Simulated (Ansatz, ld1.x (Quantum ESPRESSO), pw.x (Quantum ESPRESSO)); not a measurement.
**From atom to crystal: RRKJ potential for Fe (Z = 26)**

iron, norm-conserving RRKJ (Kleinman–Bylander form), made with ld1.x (Quantum ESPRESSO) 7.5 (PBEsol, scalar-relativistic). Core [Ar], reference 3d6 4s2 4p0. Waves: 4s (bound): rc 2.35 bohr; 4p (bound, empty): rc 2.95 bohr; 3d (bound): rc 1.70 bohr. Local part: all-electron potential smoothed inside 1.75 bohr (lloc = -2). Core correction: none. rho0 = 0.005.

Atomic tests: cutoffs needed: 60 Ry and 90 Ry (the cutoffs (Ry, on a coarse ladder) from which the occupation-weighted sum of valence levels, in a spherical-Bessel basis at the reference potential, stays within 10 and 1 mRy of its value at 400 Ry); ghost test: no extra level below or beside the all-electron valence levels (s, p, d, f tested) (spherical-Bessel basis up to 400 Ry, 20 bohr box); largest excitation error: +97 meV (all-electron minus pseudo) for 3d4 4s0 4p0, out of 7 test configurations.

Crystal test: fcc Fe in pw.x 7.5, no spin, 16³ k-points, Fermi–Dirac smearing 0.01 Ry, cutoffs 110/440 Ry. The lattice is a test structure that the element need not adopt, and mesh and smearing are coarse. Spin polarisation and strong correlation are left out, which matters for this element.

pw.x input:

```
&control
  calculation='scf', prefix='x', pseudo_dir='./', outdir='./tmp', tstress=.true., disk_io='low'
/
&system
  ibrav=0, nat=1, ntyp=1, ecutwfc=110, ecutrho=440, nbnd=11,
  occupations='smearing', smearing='fd', degauss=0.01
/
&electrons
  conv_thr=1e-09, mixing_beta=0.4, electron_maxstep=70
/
ATOMIC_SPECIES
Fe 1.0 Fe.UPF
CELL_PARAMETERS angstrom
  0.00000000 1.70322341 1.70322341
  1.70322341 0.00000000 1.70322341
  1.70322341 1.70322341 0.00000000
ATOMIC_POSITIONS crystal
Fe 0.0000 0.0000 0.0000
K_POINTS automatic
16 16 16 0 0 0
```

```bash
pw.x < Fe.scf.in > Fe.scf.out
```

Q: How does the run end?

A: It converges; the pressure is 2.67 GPa against 0.60 GPa from all-electron LAPW. The largest radius (2.95 bohr) exceeds half the bond length (2.28 bohr), so the spheres overlap, which is one possible source of error among others. The log shows:

```
     lattice parameter (alat)  =       4.5518  a.u.
     unit-cell volume          =      66.6870 (a.u.)^3
     number of electrons       =         8.00
     number of Kohn-Sham states=           11
     kinetic-energy cutoff     =     110.0000  Ry
     charge density cutoff     =     440.0000  Ry
     scf convergence threshold =      1.0E-09
     Exchange-correlation= PBESOL
     number of k points=   145  Fermi-Dirac smearing, width (Ry)=  0.0100
     iteration #  1     ecut=   110.00 Ry     beta= 0.40
     total energy              =     -40.19250223 Ry
     estimated scf accuracy    <       0.04409524 Ry
     iteration #  2     ecut=   110.00 Ry     beta= 0.40
     total energy              =     -40.20121827 Ry
     estimated scf accuracy    <       0.00034224 Ry
     iteration #  3     ecut=   110.00 Ry     beta= 0.40
     total energy              =     -40.20127130 Ry
     estimated scf accuracy    <       0.00007716 Ry
     iteration #  4     ecut=   110.00 Ry     beta= 0.40
     total energy              =     -40.20127777 Ry
     estimated scf accuracy    <       0.00000324 Ry
     iteration #  5     ecut=   110.00 Ry     beta= 0.40
     total energy              =     -40.20127807 Ry
     estimated scf accuracy    <       0.00000031 Ry
     iteration #  6     ecut=   110.00 Ry     beta= 0.40
     total energy              =     -40.20127810 Ry
     estimated scf accuracy    <          2.6E-09 Ry
     iteration #  7     ecut=   110.00 Ry     beta= 0.40
     the Fermi energy is    16.2222 ev
!    total energy              =     -40.20127810 Ry
     estimated scf accuracy    <          2.8E-10 Ry
     smearing contrib. (-TS)   =      -0.00713925 Ry
     The total energy is F=E-TS. E is the sum of the following terms:
     one-electron contribution =       8.54098889 Ry
     hartree contribution      =       5.16502103 Ry
     xc contribution           =      -8.31684811 Ry
     ewald contribution        =     -45.58330066 Ry
     convergence has been achieved in   7 iterations
          total   stress  (Ry/bohr**3)                   (kbar)     P=       26.73
```
